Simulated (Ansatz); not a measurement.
# Y (P6_3/mmc) in Ansatz: a series of runs

One crystal, Y, is run at these levels: PBEsol; tasks: single point.

All numbers are computed with Ansatz 0.2.0; they aren't measurements. Logs are shortened: lines on timing, memory, paths and dates and some standing lists are left out, and cuts for length are marked.

## (1) Starting point

It takes space group P6_3/mmc (No. 194, hexagonal). Conventional cell: a = 3.643 Å, b = 3.643 Å, c = 11.844 Å, α = 90.00°, β = 90.00°, γ = 120.00°. Around Y (site symmetry -6m2) lie 12 Y at 3.63 to 3.64 Å. Y (site symmetry -3m) has 12 Y at 3.63 to 3.64 Å as nearest neighbours.

## (2) Single point, PBEsol, 31.98 Å³/atom (volume scaled by 0.94)

input.yaml

```yaml
crystal:
  lattice:
    - [3.5681856401, 0.0, 0.0]
    - [-1.7840928201, 3.0901394097, 0.0]
    - [0.0, 0.0, 11.6023455607]
  atoms:
    - { symbol: "Y", position: [0.6666666667, 0.3333333333, 0.75] }
    - { symbol: "Y", position: [0.0, 0.0, 0.5] }
    - { symbol: "Y", position: [0.3333333333, 0.6666666667, 0.25] }
    - { symbol: "Y", position: [0.0, 0.0, 0.0] }
kpoints:
  mp_grid: { grid: [8, 8, 3] }
scf:
  occupations: { method: fermi_dirac, width: 0.05 }
hamiltonian:
  xc: pbesol
  pseudopotentials: { kind: all_electron, lapw: { basis_error: 0.001 } }
output:
  forces: true
  stress: true
  eigenvalues: true
```

Potentials or basis: all-electron LAPW, scalar-relativistic.

The run is started by

```bash
$ ansatz run input.yaml --threads 2 --pin off --max-ram 8192MiB --backend cpu --events-out ev --progress --plain --runs-dir out
```

What it wrote:

```text
Warning: RAYON_NUM_THREADS=2 ignored (pool sized by the plan → 2); use --threads N
LAPW: plane waves up to 5.903 Å⁻¹, error target 1.0e-3 eV per atom; small_component_spin mean_spin; Y in spheres of 1.779 Å, 21 of its electrons in bands, Dirac shells [] (how accurate: hamiltonian.pseudopotentials.lapw.basis_error, Limitations)
Engine: ansatz 0.2.0, aarch64-unknown-linux-gnu
Pseudopotentials: kind: all_electron
Pseudopotential: Y, LAPW, valence charge 21, lapw/all_electron/scalar/gaussian/Y, Koelling and Harmon's equation, gaussian nucleus
Functional definition: PBEsol
  exchange = pbesol_x
  correlation = pbesol_c
Crystal: 4 atoms, lattice volume = 127.930 Å³
Basis set: ecut = 132.76165547960068 eV, 447 PW (Γ), exchange–correlation at level 2
Bands: 51, of which v1, the nominal top of the filled ones, is band 42 counted from 1 (41 counted from 0)
Symmetry: 24 space group operations
Space group: P63/mmc (ITA 194), of the structure as read, at distance tolerance 5.0e-5 Å
k-points: 20 of 192
Non-local potential: Y, projectors of the file, none
Initial density: superposition of atomic densities (chi_scale 0.1, normalization cell)
Initial wavefunctions: plane waves of lowest kinetic energy (no species holds an atomic orbital)
Functional: x = pbesol(κ = 0.804, μ = 0.12345679012345678), c = pbesol(β = 0.046)
iter 1 solved again at ethr=1.16e-4 eV; its pass at ethr=1.00e-1 eV (dr2=9.76e-2 eV) is discarded
SCF iter   1: F=—  HF=-368263.043994 eV  |F-HF|=—  |Δ(HF+E_count)|=         —  Δρ=8.16e-3  dr2=9.83e-2  ethr=1.16e-4  ⟨swp⟩=3.1  Hψ=6389  notcnv=0
preconditioner: auto → Kerker (q_TF=auto, 2.544 Å⁻¹)  [metal: Δε(μ)=0.009 eV  Ē_g=2.836 eV  σ=0.050 eV  W_gap=0.04  n_scr=38 (ndim 8)  ℏωp=11.4 eV  f_vac=0.000  D(μ)=6.58/eV (n_scr^D=64)]
SCF iter   2: F=—  HF=-368262.950532 eV  |F-HF|=—  |Δ(HF+E_count)|=   9.35e-2  Δρ=5.09e-3  dr2=4.18e-2  ethr=1.16e-4  ⟨swp⟩=2.0  Hψ=3320  notcnv=0
SCF iter   3: F=—  HF=-368262.944613 eV  |F-HF|=—  |Δ(HF+E_count)|=   5.92e-3  Δρ=2.69e-3  dr2=1.32e-2  ethr=4.98e-5  ⟨swp⟩=2.0  Hψ=3225  notcnv=0
SCF iter   4: F=—  HF=-368262.944900 eV  |F-HF|=—  |Δ(HF+E_count)|=         —  Δρ=9.29e-4  dr2=1.88e-3  ethr=1.57e-5  ⟨swp⟩=2.0  Hψ=3225  notcnv=0
the basis was enlarged: its passes take 196.5 KiB over the memory plan, 2 of 2 planned eigensolver slots
iter 5 solved again at ethr=2.19e-7 eV; its pass at ethr=2.24e-6 eV (dr2=1.84e-4 eV) is discarded
SCF iter   5: F=—  HF=-368262.944855 eV  |F-HF|=—  |Δ(HF+E_count)|=   4.48e-5  Δρ=2.76e-4  dr2=1.84e-4  ethr=2.19e-7  ⟨swp⟩=2.0  Hψ=5330  notcnv=0
SCF iter   6: F=—  HF=-368262.944854 eV  |F-HF|=—  |Δ(HF+E_count)|=   9.54e-7  Δρ=1.19e-4  dr2=5.01e-5  ethr=2.19e-7  ⟨swp⟩=2.0  Hψ=3225  notcnv=0
SCF iter   7: F=—  HF=-368262.944847 eV  |F-HF|=—  |Δ(HF+E_count)|=   7.43e-6  Δρ=7.25e-5  dr2=1.30e-5  ethr=5.96e-8  ⟨swp⟩=2.0  Hψ=3225  notcnv=0
SCF iter   8: F=—  HF=-368262.944846 eV  |F-HF|=—  |Δ(HF+E_count)|=   8.60e-7  Δρ=1.79e-5  dr2=6.62e-7  ethr=1.55e-8  ⟨swp⟩=2.0  Hψ=3225  notcnv=0
SCF iter   9: F=-368262.944846 eV  HF=-368262.944846 eV  |F-HF|=4.19e-9  |Δ(HF+E_count)|=   3.04e-8  Δρ=3.10e-6  dr2=1.99e-8  ethr=7.88e-10  ⟨swp⟩=2.0  Hψ=3225  notcnv=0
SCF 1 converged in 9 iterations: F = -368262.944846 eV  dr2 = 1.99e-8
SCF converged after 9 iterations
Free energy (F): -368262.944846 eV
Harris-Foulkes:  -368262.944846 eV  (|F-HF|=4.19e-9)
Internal energy: -368262.890093 eV  (E = F + TS)
E sigma→0 (E₀):  -368262.917469 eV
Entropy (-TS):   -0.054753 eV (-13.688 meV/atom)
Fermi energy:    11.052982 eV
--- Per-component energies (eV) ---
  E_band       = -5787.954013
  E_kinetic    = 379742.499680
  E_xc         = -11721.489278
  E_electrostatic = -736283.900495  (all electrons and nuclei)
  E_smearing   = -0.054753  (= −TS)
  E_closure    = 0.000000  (closes the sum)
  E_atoms      = -368243.121899  (free atoms, spherical and without spin; not in F)
  Σ components = -368262.944846   (vs F -368262.944846, Δ=0.00e0)
  Basis errors (estimates in eV, not in F): energy 1.4e-4 per atom: plane waves 1.1e-4 (5.4e-5 summed), levels above the bands 1.5e-20, relativity 9.5e-9, radial functions 3.6e-5, core shells 8.1e-8; eigenvalues (radial functions only) 1.3e-6; not estimated: angular momenta, meshes, grids; target (lapw.basis_error) 1.0e-3; muffin-tin radii Y 1.779 Å
--- Forces (eV/Å), atoms counted from 1 ---
  atom   1  Y      0.00000000     0.00000000     0.00000000
  atom   2  Y      0.00000000     0.00000000    -0.00000000
  atom   3  Y     -0.00000000    -0.00000000     0.00000000
  atom   4  Y      0.00000000     0.00000000     0.00000000
  max |Σ_I F_I| component: 1.17e-31 eV/Å
--- Stress (GPa, compression-positive) ---
       -1.258948      -0.000000      -0.000000
       -0.000000      -1.258948       0.000000
       -0.000000       0.000000      -1.768509
  P = ⅓ Tr σ = -1.4288 GPa (-14.288 kbar)
--- Band table (eV; the first three rows and the last of 20) ---
  k-point 0: bands = ["-134.5005", "-134.5005", "-134.5002", "-134.5002", "-134.5002", "-134.5002", "-134.4971", "-134.4971", "-134.4971", "-134.4971", "-134.4925", "-134.4925", "-134.4925", "-134.4925", "-134.4886", "-134.4886", "-134.4886", "-134.4886", "-134.4866", "-134.4866", "-31.4540", "-31.4233", "-31.4111", "-31.3801", "-11.7757", "-11.4909", "-11.4635", "-11.2514", "-11.2514", "-11.2125", "-11.2125", "-11.2092", "-11.2092", "-11.1698", "-11.1698", "-11.1608", "6.3167", "7.7000", "7.7118", "9.0727", "11.7755", "11.7996", "11.8523", "12.7029", "12.7029", "12.7675", "12.7675", "12.8753", "13.1175", "13.1175", "13.2297"]
  k-point 1: bands = ["-134.5005", "-134.5005", "-134.5002", "-134.5002", "-134.5002", "-134.5002", "-134.4971", "-134.4971", "-134.4971", "-134.4971", "-134.4925", "-134.4925", "-134.4925", "-134.4925", "-134.4886", "-134.4886", "-134.4886", "-134.4886", "-134.4866", "-134.4866", "-31.4492", "-31.4364", "-31.3979", "-31.3849", "-11.7367", "-11.6290", "-11.3210", "-11.2460", "-11.2460", "-11.2312", "-11.2312", "-11.2042", "-11.1903", "-11.1903", "-11.1753", "-11.1753", "6.4931", "6.9904", "8.4408", "8.9279", "11.5867", "11.6555", "12.2667", "12.6935", "12.7646", "12.7646", "12.8196", "12.8196", "13.0344", "13.0344", "13.1141"]
  k-point 2: bands = ["-134.5005", "-134.5005", "-134.5002", "-134.5002", "-134.5002", "-134.5002", "-134.4971", "-134.4971", "-134.4971", "-134.4971", "-134.4925", "-134.4925", "-134.4925", "-134.4925", "-134.4886", "-134.4886", "-134.4886", "-134.4886", "-134.4866", "-134.4866", "-31.4448", "-31.4165", "-31.4043", "-31.3757", "-11.7458", "-11.5009", "-11.4770", "-11.3180", "-11.2728", "-11.2628", "-11.2577", "-11.2368", "-11.2283", "-11.2251", "-11.1801", "-11.1719", "6.6616", "8.0003", "8.0114", "9.4117", "11.4382", "11.5763", "11.7631", "12.2674", "12.4305", "12.5053", "12.9864", "12.9914", "13.1072", "13.3335", "13.4205"]
  k-point 19: bands = ["-134.5005", "-134.5005", "-134.5002", "-134.5002", "-134.5002", "-134.5002", "-134.4971", "-134.4971", "-134.4971", "-134.4971", "-134.4925", "-134.4925", "-134.4925", "-134.4925", "-134.4886", "-134.4886", "-134.4886", "-134.4886", "-134.4866", "-134.4866", "-31.3731", "-31.3722", "-31.3589", "-31.3580", "-11.6691", "-11.6629", "-11.6203", "-11.6107", "-11.5194", "-11.5108", "-11.4753", "-11.4312", "-11.3636", "-11.3314", "-11.3012", "-11.2805", "10.0985", "10.1128", "10.2923", "10.3210", "10.6308", "10.7927", "10.8483", "10.9298", "11.6383", "11.6739", "11.9192", "11.9919", "13.3727", "13.5425", "14.3917"]
```

Run time: 7.3 s. Hardware: 2 threads of Arm Neoverse V2, shared host; peak memory 0.35 GiB.

Results:

```yaml
Free_energy: -368262.9448 eV
Pressure: -1.4 GPa
Band_gap_on_the_k_mesh: none (metal or under the smearing width)
```

## (3) Single point, PBEsol, 32.66 Å³/atom (volume scaled by 0.96)

input.yaml, as its differences from that of step 2:

```diff
@@ -2,5 +2,5 @@
   lattice:
-    - [3.5681856401, 0.0, 0.0]
-    - [-1.7840928201, 3.0901394097, 0.0]
-    - [0.0, 0.0, 11.6023455607]
+    - [3.5933145359, 0.0, 0.0]
+    - [-1.796657268, 3.1119016719, 0.0]
+    - [0.0, 0.0, 11.6840549116]
   atoms:
```

Potentials or basis: all-electron LAPW, scalar-relativistic.

The run is started by

```bash
$ ansatz run input.yaml --threads 2 --pin off --max-ram 8192MiB --backend cpu --events-out ev --progress --plain --runs-dir out
```

Wall time 7.3 s (2 threads of Arm Neoverse V2, shared host); peak memory 0.35 GiB.

It converged, with:

```yaml
Free_energy: -368262.9141 eV
Pressure: -2.2 GPa
Band_gap_on_the_k_mesh: none (metal or under the smearing width)
```

## (4) Single point, PBEsol, 33.34 Å³/atom (volume scaled by 0.98)

input.yaml, as its differences from that of step 3:

```diff
@@ -2,5 +2,5 @@
   lattice:
-    - [3.5933145359, 0.0, 0.0]
-    - [-1.796657268, 3.1119016719, 0.0]
-    - [0.0, 0.0, 11.6840549116]
+    - [3.6180967986, 0.0, 0.0]
+    - [-1.8090483993, 3.1333637409, 0.0]
+    - [0.0, 0.0, 11.7646371471]
   atoms:
```

The run is started by

```bash
$ ansatz run input.yaml --threads 2 --pin off --max-ram 8192MiB --backend cpu --events-out ev --progress --plain --runs-dir out
```

It took 7.3 s on 2 threads of Arm Neoverse V2, shared host; peak memory 0.35 GiB.

Results (log left out):

- Free energy: -368262.8711 eV
- Pressure: -2.9 GPa
- Band gap on the k mesh: none (metal or under the smearing width)

## (5) Single point, PBEsol, 34.02 Å³/atom

input.yaml, as its differences from that of step 4:

```diff
@@ -2,5 +2,5 @@
   lattice:
-    - [3.6180967986, 0.0, 0.0]
-    - [-1.8090483993, 3.1333637409, 0.0]
-    - [0.0, 0.0, 11.7646371471]
+    - [3.6425441402, 0.0, 0.0]
+    - [-1.8212720701, 3.1545357598, 0.0]
+    - [0.0, 0.0, 11.84413035]
   atoms:
```

The run is started by

```bash
$ ansatz run input.yaml --threads 2 --pin off --max-ram 8192MiB --backend cpu --events-out ev --progress --plain --runs-dir out
```

Wall time 7.5 s (2 threads of Arm Neoverse V2, shared host); peak memory 0.35 GiB.

It converged, with:

- Free energy: -368262.8169 eV
- Pressure: -3.5 GPa
- Band gap on the k mesh: none (metal or under the smearing width)

## (6) Single point, PBEsol, 34.70 Å³/atom (volume scaled by 1.02)

input.yaml, as its differences from that of step 5:

```diff
@@ -2,5 +2,5 @@
   lattice:
-    - [3.6425441402, 0.0, 0.0]
-    - [-1.8212720701, 3.1545357598, 0.0]
-    - [0.0, 0.0, 11.84413035]
+    - [3.6666676521, 0.0, 0.0]
+    - [-1.8333338261, 3.1754273339, 0.0]
+    - [0.0, 0.0, 11.9225705853]
   atoms:
```

Potentials or basis: all-electron LAPW, scalar-relativistic.

The run is started by

```bash
$ ansatz run input.yaml --threads 2 --pin off --max-ram 8192MiB --backend cpu --events-out ev --progress --plain --runs-dir out
```

It took 7.3 s on 2 threads of Arm Neoverse V2, shared host; peak memory 0.35 GiB.

It converged, with:

```yaml
Free_energy: -368262.7525 eV
Pressure: -4.1 GPa
Band_gap_on_the_k_mesh: none (metal or under the smearing width)
```

## (7) Single point, PBEsol, 35.38 Å³/atom (volume scaled by 1.04)

input.yaml, as its differences from that of step 6:

```diff
@@ -2,5 +2,5 @@
   lattice:
-    - [3.6666676521, 0.0, 0.0]
-    - [-1.8333338261, 3.1754273339, 0.0]
-    - [0.0, 0.0, 11.9225705853]
+    - [3.6904778495, 0.0, 0.0]
+    - [-1.8452389247, 3.1960475697, 0.0]
+    - [0.0, 0.0, 11.9999920442]
   atoms:
```

The run is started by

```bash
$ ansatz run input.yaml --threads 2 --pin off --max-ram 8192MiB --backend cpu --events-out ev --progress --plain --runs-dir out
```

Run time: 7.2 s. Hardware: 2 threads of Arm Neoverse V2, shared host; peak memory 0.35 GiB.

It converged, with:

| Item | Value |
| --- | --- |
| Free energy | -368262.6788 eV |
| Pressure | -4.6 GPa |
| Band gap on the k mesh | none (metal or under the smearing width) |

## (8) Single point, PBEsol, 36.07 Å³/atom (volume scaled by 1.06)

input.yaml, as its differences from that of step 7:

```diff
@@ -2,5 +2,5 @@
   lattice:
-    - [3.6904778495, 0.0, 0.0]
-    - [-1.8452389247, 3.1960475697, 0.0]
-    - [0.0, 0.0, 11.9999920442]
+    - [3.7139847116, 0.0, 0.0]
+    - [-1.8569923558, 3.2164051095, 0.0]
+    - [0.0, 0.0, 12.0764271753]
   atoms:
```

The run is started by

```bash
$ ansatz run input.yaml --threads 2 --pin off --max-ram 8192MiB --backend cpu --events-out ev --progress --plain --runs-dir out
```

It took 7.2 s on 2 threads of Arm Neoverse V2, shared host; peak memory 0.35 GiB.

The run converged. Its results:

```yaml
Free_energy: -368262.5966 eV
Pressure: -5.1 GPa
Band_gap_on_the_k_mesh: none (metal or under the smearing width)
```
